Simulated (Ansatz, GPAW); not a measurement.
# Ballistic transport through a Bi chain with a Cl atom bridging one bond, cheap and dear, part 2 of 3

How well does a Bi chain with a Cl atom bridging one bond conduct at low bias, and how far do basis and functional move the answer?

GPAW 26.7.0 and Ansatz 0.2.0; Ansatz plane waves; Landauer transmission by layers, zero bias (the session's first sound run).

So far, transmission at the Fermi level (one spin): step 2 (plane waves, LDA) 1.36. Also open channels of the lead at the Fermi level (one spin): step 2 3.

### 3. Double-zeta polarised basis

Localised orbitals split the wire into layers that couple to their neighbours alone, which is what the Green's function method needs; double zeta with polarisation is the usual level for numbers.

This step: GPAW LCAO, PAW setups; Landauer transmission from Green's functions with principal layers (ASE), zero bias (GPAW 26.7.0).

Contents of run.py:

```python
import json
import numpy as np
from ase import Atoms
from ase.transport.calculators import TransportCalculator
from gpaw import GPAW, FermiDirac
from gpaw.lcao.tools import get_lcao_hamiltonian
from scipy.linalg import eigh

# The junction with lead layers at both ends, along the third cell vector
device = Atoms(
    ['Bi', 'Bi', 'Bi', 'Bi', 'Cl', 'Bi', 'Bi', 'Bi', 'Bi'],
    positions=[
        [4.50000, 4.50000, 1.45000],
        [4.50000, 4.50000, 4.35000],
        [4.50000, 4.50000, 7.25000],
        [4.50000, 4.50000, 10.15000],
        [6.22274, 4.50000, 11.70000],
        [4.50000, 4.50000, 13.25000],
        [4.50000, 4.50000, 16.15000],
        [4.50000, 4.50000, 19.05000],
        [4.50000, 4.50000, 21.95000]],
    cell=[[9.0, 0.0, 0.0], [0.0, 9.0, 0.0], [0.0, 0.0, 23.4]],
    pbc=True)

# One principal layer of the lead: the first 2 atoms of the device
lead = Atoms(
    ['Bi', 'Bi'],
    positions=[
        [4.50000, 4.50000, 1.45000],
        [4.50000, 4.50000, 4.35000]],
    cell=[[9.0, 0.0, 0.0], [0.0, 9.0, 0.0], [0.0, 0.0, 5.8]],
    pbc=True)

settings = dict(mode='lcao', basis='dzp', xc='PBE', h=0.2,
                occupations=FermiDirac(0.1), maxiter=250,
                mixer=dict(beta=0.1, nmaxold=8, weight=100.0),
                convergence=dict(density=0.0001))
energies = np.arange(-2, 2 + 1e-9, 0.05)
eta = 0.0001
n1, n2 = 1, 1
# k and -k transmit alike, so half of the mesh across the current serves
mesh = [(i, j) for i in range(n1) for j in range(n2) if (i, j) <= (-i % n1, -j % n2)]
weights = np.array([1 if (i, j) == (-i % n1, -j % n2) else 2 for i, j in mesh]) / (n1 * n2)

# [... helper functions left out ...]
fermi_lead = ground_state(lead, (1, 1, 19), 'lead.txt')
fermi_device = ground_state(device, (1, 1, 3), 'device.txt')
# [... loop over the mesh left out, but for ...]
        # Shift the lead onto the potential of the device's first layer
        shift = ((H[:, 0, 0] - H0[:, 0, 0]) / S0[0, 0]).real.mean()
# [...]
kT = 8.617333e-5 * 300
bias = [0.1, 0.2, 0.5, 1.0, 1.5, 2.0]
# [... integrals and printing left out ...]
```

The run is started by

```console
OMP_NUM_THREADS=1 OPENBLAS_NUM_THREADS=2 python run.py
```

The log of the run:

```text
basis functions: device 197, principal layer 46
Fermi level: lead -2.8498 eV, device -2.6163 eV; lead shifted by 0.0025 eV
largest coupling past the next layer 5.83e-06 eV, largest misfit of the first layer 0.037 eV
  E-E_F (eV)   T (one spin)  [channel counts left out]
    -2.000    9.4374e-01
    -1.950    9.6048e-01
    -1.900    9.7390e-01
    -1.850    9.8425e-01
    -1.800    9.9177e-01
    -1.750    9.9667e-01
    -1.700    9.9910e-01
    -1.650    9.9911e-01
    -1.600    9.9661e-01
    -1.550    9.9118e-01
    -1.500    9.8147e-01
    -1.450    9.6103e-01
    -1.400    9.8477e-01
    -1.350    1.0059e+00
    -1.300    1.0186e+00
    -1.250    1.0295e+00
[...]
1.650    1.0655e+00
     1.700    1.0035e+00
     1.750    9.0541e-01
     1.800    6.2490e-01
     1.850    5.2869e-01
     1.900    4.5696e-01
     1.950    3.9929e-01
     2.000    3.5652e-01
conductance at 300 K: 1.3425 G0 a cell; thermopower -0.9585 uV/K
current from the zero-bias T(E) at 0.1 V: 10.4 uA
current from the zero-bias T(E) at 0.2 V: 20.792 uA
current from the zero-bias T(E) at 0.5 V: 51.836 uA
current from the zero-bias T(E) at 1.0 V: 102.77 uA
current from the zero-bias T(E) at 1.5 V: 152.31 uA
current from the zero-bias T(E) at 2.0 V: 200.28 uA
```

Run time: 19 s. Hardware: 2 threads of AMD EPYC 9R45, shared host; peak memory 0.81 GiB.

This step gave:

- conductance: 1.342 G₀
- largest coupling past the next principal layer: 5.83e-6 eV
- largest misfit of the first principal layer: 0.03731 eV
- shift that aligns the lead: 0.002522 eV
- basis functions of the junction: 197
- basis functions of a principal layer: 46
- transmission at the Fermi level (one spin): 1.343

One spin. Table of transmission, zone mean by energy, zero at the Fermi level:

energy (eV), transmission, zone mean and a bar from the least value:
```
    -2.00       0.94 #################
    -1.85       0.98 ##################
    -1.70       1.00 ###################
    -1.60       1.00 ###################
    -1.45       0.96 ##################
    -1.30       1.02 ###################
    -1.15       1.05 ####################
    -1.05       1.08 #####################
    -0.90       1.11 ######################
    -0.75       1.15 #######################
    -0.60       1.19 ########################
    -0.50       1.22 #########################
    -0.35       1.26 ##########################
    -0.20       1.30 ############################
    -0.05       1.33 #############################
     0.00       1.34 #############################
     0.05       1.35 #############################
     0.20       1.37 ##############################
     0.35       1.38 ##############################
     0.45       1.38 ##############################
     0.50       1.38 ##############################
     0.60       1.38 ##############################
     0.75       1.37 ##############################
     0.90       1.36 #############################
     1.05       1.34 #############################
     1.15       1.32 ############################
     1.30       1.28 ###########################
     1.45       1.21 #########################
     1.60       1.11 ######################
     1.70       1.00 ###################
     1.85       0.53 #####
     2.00       0.36
```

Not self-consistent under bias; the bias window is split evenly. Current through one cell, from the zero-bias transmission against bias:

```tsv
bias (V)	current through one cell, from the zero-bias transmission (μA)
0.100	10.4
0.200	20.8
0.500	51.8
1.000	103
1.500	152
2.000	200
```

Transmission of the three most open eigenchannels against energy, zero at the Fermi level:

```tsv
energy (eV)	channel 1	channel 2	channel 3
-2.000	0.944	6.8e-11	0
-1.800	0.992	6.7e-11	0
-1.600	0.997	6.6e-11	0
-1.400	0.978	0.00503	0.00220
-1.200	0.998	0.0347	0.00768
-1.000	0.999	0.0761	0.0118
-0.800	0.999	0.121	0.0164
-0.600	0.999	0.168	0.0214
-0.400	0.998	0.221	0.0263
-0.200	0.997	0.272	0.0306
0.000	0.996	0.313	0.0341
0.200	0.996	0.337	0.0369
0.400	0.996	0.345	0.0390
0.600	0.996	0.341	0.0407
0.800	0.997	0.327	0.0420
1.000	0.998	0.303	0.0431
1.200	0.999	0.263	0.0436
1.400	0.997	0.196	0.0426
1.600	0.975	0.102	0.0357
1.800	0.625	4.2e-8	1.2e-8
2.000	0.357	5.3e-10	4.7e-11
```

At the Fermi level T is 1.34 against 1.36 in plane waves, which used another functional. Couplings past the next layer reach 5.8e-6 eV, small enough to drop; the matrix elements of the cell's first layer differ from the bulk lead's by up to 0.037 eV. That layer keeps its own values in the calculation, and only beyond it is the lead taken as perfect. The Fermi levels of lead and junction count from different zeros of potential, one for each periodic cell; with both set to zero, the small remaining shift is what aligns them. Without spin-orbit coupling, which is large for these atoms, channel counts and T are those of the scalar-relativistic bands. By hand: G = 1.342 × 77.48 μS = 104 μS, a resistance of 9.61 kΩ; at 0.1 V a linear junction would pass 10.4 μA, and the integral over the bias window gives 10.4 μA.

### 4. Single-zeta polarised basis

One radial function a shell plus polarisation makes the matrices smaller; the question is what that costs.

Changes to run.py since step 3:

```diff
@@ -33,3 +33,3 @@
 
-settings = dict(mode='lcao', basis='dzp', xc='PBE', h=0.2,
+settings = dict(mode='lcao', basis='szp(dzp)', xc='PBE', h=0.2,
                 occupations=FermiDirac(0.1), maxiter=250,
```

The log of the run:

```text
basis functions: device 121, principal layer 28
Fermi level: lead -2.9434 eV, device -2.6881 eV; lead shifted by 0.0111 eV
largest coupling past the next layer 5.79e-06 eV, largest misfit of the first layer 0.040 eV
  E-E_F (eV)   T (one spin)  [channel counts left out]
    -2.000    9.4451e-01
    -1.950    9.6236e-01
    -1.900    9.7631e-01
    -1.850    9.8669e-01
    -1.800    9.9382e-01
    -1.750    9.9798e-01
    -1.700    9.9939e-01
    -1.650    9.9815e-01
    -1.600    9.9420e-01
    -1.550    9.8712e-01
    -1.500    9.7552e-01
    -1.450    9.5324e-01
    -1.400    9.7584e-01
    -1.350    9.9706e-01
    -1.300    1.0057e+00
    -1.250    1.0124e+00
[...]
1.650    1.0560e+00
     1.700    1.0041e+00
     1.750    9.2868e-01
     1.800    7.0126e-01
     1.850    6.1864e-01
     1.900    5.6176e-01
     1.950    5.1501e-01
     2.000    4.7802e-01
conductance at 300 K: 1.2981 G0 a cell; thermopower -1.072 uV/K
current from the zero-bias T(E) at 0.1 V: 10.056 uA
current from the zero-bias T(E) at 0.2 V: 20.104 uA
current from the zero-bias T(E) at 0.5 V: 50.107 uA
current from the zero-bias T(E) at 1.0 V: 99.291 uA
current from the zero-bias T(E) at 1.5 V: 147.18 uA
current from the zero-bias T(E) at 2.0 V: 193.7 uA
```

Elapsed: 16 s, on 2 threads; peak memory 0.8 GiB.

This step gave:

- conductance: 1.298 G₀
- largest coupling past the next principal layer: 5.79e-6 eV
- largest misfit of the first principal layer: 0.04013 eV
- shift that aligns the lead: 0.01113 eV
- basis functions of the junction: 121
- basis functions of a principal layer: 28
- transmission at the Fermi level (one spin): 1.299

One spin. Table of transmission, zone mean by energy, zero at the Fermi level:

```tsv
energy (eV)	transmission, zone mean
-2.000	0.945
-1.800	0.994
-1.600	0.994
-1.400	0.976
-1.200	1.02
-1.000	1.06
-0.800	1.10
-0.600	1.14
-0.400	1.20
-0.200	1.25
0.000	1.30
0.200	1.33
0.400	1.34
0.450	1.34
0.600	1.34
0.800	1.33
1.000	1.31
1.200	1.28
1.400	1.21
1.600	1.10
1.800	0.701
2.000	0.478
```

Not self-consistent under bias; the bias window is split evenly. The current through one cell, from the zero-bias transmission by bias:

```tsv
bias (V)	current through one cell, from the zero-bias transmission (μA)
0.100	10.1
0.200	20.1
0.500	50.1
1.000	99.3
1.500	147
2.000	194
```

Transmission of the three most open eigenchannels against energy, zero at the Fermi level:

```tsv
energy (eV)	channel 1	channel 2	channel 3
-2.00	0.945	0	0
-1.90	0.976	0	0
-1.80	0.994	0	0
-1.70	0.999	0	0
-1.55	0.987	1.4e-12	0
-1.45	0.953	5.0e-10	3.8e-11
-1.35	0.989	0.00448	0.00334
-1.25	0.996	0.00987	0.00651
-1.15	0.998	0.0211	0.00822
-1.05	0.999	0.0365	0.0101
-0.90	0.999	0.0636	0.0133
-0.80	0.999	0.0826	0.0157
-0.70	0.999	0.103	0.0182
-0.60	0.999	0.124	0.0206
-0.50	0.999	0.148	0.0230
-0.40	0.999	0.173	0.0253
-0.25	0.998	0.212	0.0283
-0.15	0.998	0.237	0.0302
-0.05	0.998	0.259	0.0318
0.00	0.997	0.269	0.0326
0.05	0.997	0.277	0.0333
0.15	0.997	0.290	0.0347
0.25	0.997	0.298	0.0360
0.40	0.996	0.303	0.0376
0.50	0.996	0.302	0.0385
0.60	0.996	0.299	0.0393
0.70	0.997	0.295	0.0400
0.80	0.997	0.289	0.0404
0.90	0.998	0.281	0.0408
1.05	0.999	0.264	0.0409
1.15	0.999	0.247	0.0407
1.25	0.999	0.224	0.0402
1.35	0.998	0.194	0.0391
1.45	0.995	0.157	0.0372
1.55	0.986	0.113	0.0337
1.70	0.941	0.0413	0.0217
1.80	0.701	1.1e-7	5.0e-8
1.90	0.562	1.1e-9	7.7e-11
2.00	0.478	2.7e-10	6.1e-12
```

The conductance, 1.30 G₀, lies 3.3 % below that of the dzp run.

### 5. GPAW, sz: basis = "sz(dzp)"

One function for each valence shell of the setup, as for a first survey of a large system.

Changes to run.py since step 4:

```diff
@@ -33,3 +33,3 @@
 
-settings = dict(mode='lcao', basis='szp(dzp)', xc='PBE', h=0.2,
+settings = dict(mode='lcao', basis='sz(dzp)', xc='PBE', h=0.2,
                 occupations=FermiDirac(0.1), maxiter=250,
```

The log of the run:

```text
basis functions: device 76, principal layer 18
Fermi level: lead -2.7774 eV, device -2.5674 eV; lead shifted by 0.0078 eV
largest coupling past the next layer 5.43e-06 eV, largest misfit of the first layer 0.037 eV
  E-E_F (eV)   T (one spin)  [channel counts left out]
    -2.000    9.4795e-01
    -1.950    9.6431e-01
    -1.900    9.7726e-01
[...]
1.950    3.1952e-01
     2.000    2.7670e-01
conductance at 300 K: 1.3164 G0 a cell; thermopower -0.9577 uV/K
current from the zero-bias T(E) at 0.1 V: 10.198 uA
current from the zero-bias T(E) at 0.2 V: 20.387 uA
current from the zero-bias T(E) at 0.5 V: 50.817 uA
current from the zero-bias T(E) at 1.0 V: 100.69 uA
current from the zero-bias T(E) at 1.5 V: 149.17 uA
current from the zero-bias T(E) at 2.0 V: 196.17 uA
```

Wall time 13 s (2 threads); peak memory 0.76 GiB.

This step gave:

```yaml
conductance: 1.316 G₀
largest_coupling_past_the_next_principal_layer: 5.43e-6 eV
largest_misfit_of_the_first_principal_layer: 0.03743 eV
shift_that_aligns_the_lead: 0.007788 eV
basis_functions_of_the_junction: 76
basis_functions_of_a_principal_layer: 18
transmission_at_the_fermi_level_one_spin: 1.317
```

The conductance, 1.32 G₀, lies 1.9 % below that of the dzp run.

### 6. RPBE in the dzp basis: xc = "RPBE"

Back in the dzp basis, the functional changes from PBE to RPBE, to set the spread between functionals beside that between bases.

Changes to run.py since step 5:

```diff
@@ -33,3 +33,3 @@
 
-settings = dict(mode='lcao', basis='sz(dzp)', xc='PBE', h=0.2,
+settings = dict(mode='lcao', basis='dzp', xc='RPBE', h=0.2,
                 occupations=FermiDirac(0.1), maxiter=250,
```

The log of the run:

```text
basis functions: device 197, principal layer 46
Fermi level: lead -2.7442 eV, device -2.5120 eV; lead shifted by 0.0018 eV
largest coupling past the next layer 5.82e-06 eV, largest misfit of the first layer 0.037 eV
  E-E_F (eV)   T (one spin)  [channel counts left out]
    -2.000    9.4397e-01
    -1.950    9.6050e-01
    -1.900    9.7378e-01
[...]
1.950    4.3525e-01
     2.000    3.9435e-01
conductance at 300 K: 1.3356 G0 a cell; thermopower -0.912 uV/K
current from the zero-bias T(E) at 0.1 V: 10.347 uA
current from the zero-bias T(E) at 0.2 V: 20.687 uA
current from the zero-bias T(E) at 0.5 V: 51.587 uA
current from the zero-bias T(E) at 1.0 V: 102.35 uA
current from the zero-bias T(E) at 1.5 V: 151.81 uA
current from the zero-bias T(E) at 2.0 V: 199.76 uA
```

Wall time 20 s (2 threads); peak memory 0.81 GiB.

This step gave:

* conductance: 1.336 G₀
* largest coupling past the next principal layer: 5.82e-6 eV
* largest misfit of the first principal layer: 0.03651 eV
* shift that aligns the lead: 0.001827 eV
* basis functions of the junction: 197
* basis functions of a principal layer: 46
* transmission at the Fermi level (one spin): 1.336

One spin. Table of transmission, zone mean by energy, zero at the Fermi level:

```tsv
energy (eV)	transmission, zone mean
-2.00	0.944
-1.90	0.974
-1.80	0.992
-1.70	0.999
-1.55	0.992
-1.45	0.963
-1.35	1.01
-1.25	1.03
-1.15	1.05
-1.05	1.08
-0.90	1.12
-0.80	1.14
-0.70	1.16
-0.60	1.19
-0.50	1.22
-0.40	1.24
-0.25	1.28
-0.15	1.31
-0.05	1.33
0.00	1.34
0.05	1.34
0.15	1.36
0.25	1.37
0.40	1.37
0.50	1.37
0.60	1.37
0.70	1.37
0.80	1.36
0.90	1.35
1.05	1.33
1.15	1.31
1.25	1.29
1.35	1.25
1.45	1.21
1.55	1.15
1.70	1.00
1.80	0.643
1.90	0.490
2.00	0.394
```

The conductance, 1.34 G₀, lies 0.5 % below that of the dzp run.

### 7. Cost and result by level

Times are for 2 threads of AMD EPYC 9R45, shared host. Results by setting:

```tsv
no.	run	conductance (G₀)	time	memory (GiB)
1	dzp	1.342	19 s	0.81
2	szp	1.298	16 s	0.8
3	sz	1.316	13 s	0.76
4	dzp RPBE	1.336	20 s	0.81
```

### 8. Comparison

The curves are compared point by point over the common energies.

This step: comparison of transmission and cost over codes and levels (GPAW 26.7.0).

Ladder, by row:

```tsv
step	code	T at the Fermi level (sum over the listed spins)	conductance (G0)	r.m.s. T(E) from the first	wall time (s)	peak memory (GiB)	threads
pw-lda	Ansatz	1.365	-	0	59.47	1.653	2
dzp	GPAW	1.343	1.342	0.04526	18.97	0.81	2
szp	GPAW	1.299	1.298	0.0833	15.9	0.8	2
sz	GPAW	1.317	1.316	0.04408	12.96	0.76	2
dzp-RPBE	GPAW	1.336	1.336	0.05323	19.59	0.81	2
```

Table of transmission, zone mean, sum over the listed spins by energy, zero at the Fermi level:

```tsv
energy (eV)	pw-lda	dzp	szp	sz	dzp-RPBE
-2.0000	0.932	0.944	0.945	0.948	0.944
-1.7500	0.995	0.997	0.998	0.998	0.996
-1.5000	0.983	0.981	0.976	0.968	0.983
-1.2500	1.04	1.03	1.01	1.02	1.03
-1.0000	1.10	1.09	1.06	1.07	1.09
-0.7500	1.16	1.15	1.11	1.13	1.15
-0.5000	1.23	1.22	1.17	1.19	1.22
-0.2500	1.31	1.29	1.24	1.26	1.28
0.0000	1.36	1.34	1.30	1.32	1.34
0.2500	1.39	1.37	1.33	1.35	1.37
0.4000	1.41	1.38	1.34	1.35	1.37
0.4500	1.41	1.38	1.34	1.35	1.37
0.5000	1.41	1.38	1.34	1.35	1.37
0.5500	1.41	1.38	1.34	1.35	1.37
0.7500	1.40	1.37	1.33	1.34	1.36
1.0000	1.37	1.34	1.31	1.31	1.34
1.2500	1.32	1.29	1.26	1.27	1.29
1.5000	1.20	1.18	1.16	1.17	1.18
1.7500	0.804	0.905	0.929	0.846	0.904
2.0000	0.196	0.357	0.478	0.277	0.394
```

(Part 2 of 3 ends here.)

[Logs are printed without paths, hosts, clocks, repeated set-up lines and the standing remarks that a program may print on its own settings, such as how far it seeks lower states.]

[Hosts, paths, dates, database ids (printed as entryN), source tags and the programs' standing remarks are cut or masked in the printed files.]
